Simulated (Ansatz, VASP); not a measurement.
TaN in VASP and in Ansatz

File INCAR:

```
PREC = Accurate ; ENCUT = 520
EDIFF = 1E-6 ; ISMEAR = -1
SIGMA = 0.05 ; LREAL = F
LASPH = T ; NELM = 80
ALGO = Normal ; ISIF = 2
LWAVE = F ; LCHARG = F
GGA = PE ; NBANDS = 15
```

File KPOINTS:

```
Automatic mesh
0
Gamma
  10 10 9
```

File POSCAR:

```
TaN
1.0
    2.9182823876      0.0000000000      0.0000000000
   -1.4591411888      2.5273066855      0.0000000000
    0.0000000000      0.0000000000      2.8636526189
Ta N
1 1
Direct
    0.3333333333      0.6666666667      0.5000000000
    0.0000000000      0.0000000000      0.0000000000
```

input.yaml

```yaml
crystal:
  lattice:
    - [2.9182823876, 0.0, 0.0]
    - [-1.4591411888, 2.5273066855, 0.0]
    - [0.0, 0.0, 2.8636526189]
  atoms:
    - { symbol: Ta, position: [0.3333333333, 0.6666666667, 0.5] }
    - { symbol: "N", position: [0.0, 0.0, 0.0] }
hamiltonian:
  xc: pbe
  pseudopotentials: { kind: paw }
kpoints:
  mp_grid: { grid: [10, 10, 9] }
scf:
  occupations: { method: fermi_dirac, width: 0.05 }
output:
  forces: true
  stress: true
  eigenvalues: true
```

Alike in both runs: task single point; functional PBE; k mesh 10 × 10 × 9; occupations fermi-dirac, width 0.05 eV; no spin polarisation.

|  | VASP | Ansatz |
| --- | --- | --- |
| version | VASP 6.6.1 | Ansatz 0.2.0 |
| potentials or method | VASP PAW PBE potentials, release 64 (Ta_pv, N) | Ansatz PAW |
| plane-wave cutoff (eV) | 520 | 420 |
| valence electrons in the cell | 16 | 18 |

Ansatz gave:

- gap on the k mesh at the Fermi level (eV): none
- pressure (GPa): 12.2
- largest component of the traceless stress (GPa): 1.28

**Question.** What did VASP give for the same quantities?

**Answer.** gap on the k mesh at the Fermi level (eV): none; pressure (GPa): 13.0; largest component of the traceless stress (GPa): 1.41.

A gap of «none» marks a metal or a gap that the smearing closes. With one functional, cell and mesh, what is left measures potentials, basis and numerics. The two sets of potentials don't hold the same shells in valence.

Caveats: the pressure holds a Pulay correction of +0.5 GPa for the finite cutoff (Ansatz). Spin-orbit coupling is left out, which matters for the levels of Ta.
